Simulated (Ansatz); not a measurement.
## Structure optimisation: molybdenum, diamond

These are results of DFT, RPBE, plane waves (420 eV) with PAW, scalar-relativistic in Ansatz 0.2.0, not measurements. The PAW files were generated under PBE, with cores re-solved for the functional.

k-point mesh 10×10×10, Fermi-Dirac smearing 0.1 eV, no spin polarisation. Cell and atoms relax.

Starting structure:

```xyz
2
Lattice="0.0000 2.7608 2.7608 2.7608 0.0000 2.7608 2.7608 2.7608 0.0000" Properties=species:S:1:pos:R:3 pbc="T T T"
Mo    0.6902    0.6902    0.6902
Mo    4.8314    4.8314    4.8314
```

Q: What cell does the relaxation end in?

A: Fd-3m with a = 5.729 Å; 23.50 Å³ per atom against 21.04 at the start (11.7 %).

Q: How much energy does the relaxation gain?

A: 95.8 meV per atom.
